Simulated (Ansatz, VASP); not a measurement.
## InP: VASP beside Ansatz

The input INCAR:

```
SYSTEM = InP
PREC = Accurate
ENCUT = 520
EDIFF = 1E-6
ISMEAR = -1
SIGMA = 0.03
LREAL = .FALSE.
LASPH = .TRUE.
NELM = 100
ALGO = Normal
ISIF = 2
LWAVE = .FALSE.
LCHARG = .FALSE.
GGA = PS
NBANDS = 16
```

KPOINTS

```
regular mesh
0
G
  11 11 11
  0 0 0
```

The input POSCAR:

```
InP
1.0
    0.0000000000      2.8550000000      2.8550000000
    2.8550000000      0.0000000000      2.8550000000
    2.8550000000      2.8550000000      0.0000000000
In P
1 1
Direct
    0.0000000000      0.0000000000      0.0000000000
    0.5000000000      0.5000000000      0.5000000000
```

Input for Ansatz:

```yaml
crystal:
  lattice:
    - [0.0, 2.855, 2.855]
    - [2.855, 0.0, 2.855]
    - [2.855, 2.855, 0.0]
  atoms:
    - { symbol: In, position: [0.0, 0.0, 0.0] }
    - { symbol: P, position: [0.5, 0.5, 0.5] }
kpoints:
  mp_grid: { grid: [11, 11, 11] }
  band_path:
    path:
      - [0.0, 0.0, 0.0]
      - [0.5, 0.0, 0.5]
      - [0.625, 0.25, 0.625]
      - [0.375, 0.375, 0.75]
      - [0.0, 0.0, 0.0]
      - [0.5, 0.5, 0.5]
      - [0.5, 0.25, 0.75]
      - [0.5, 0.0, 0.5]
    npoints: 5
scf:
  occupations: { method: fermi_dirac, width: 0.03 }
hamiltonian:
  xc: pbesol
  pseudopotentials: { kind: all_electron, lapw: { basis_error: 0.00025 } }
output:
  forces: true
  stress: true
  eigenvalues: true
```

Alike in both runs: task single point; functional PBEsol; k mesh 11 × 11 × 11; occupations fermi-dirac, width 0.03 eV; no spin polarisation.

```csv
,VASP,Ansatz
version,VASP 6.6.1,Ansatz 0.2.0
potentials or method,"VASP PAW PBE potentials, release 64 (In_d, P)","all-electron LAPW, scalar-relativistic"
plane-wave cutoff (eV),520,see its input
```

|  | VASP | Ansatz | Ansatz less VASP |
| --- | --- | --- | --- |
| pressure (GPa) | -8.2 | -8.2 | 0.00 |

Ansatz ran all-electron here, so the differences hold the error of VASP's frozen core and of both bases.

Caveats: the PAW data sets were made with another functional, which shifts forces and pressure a little (VASP).
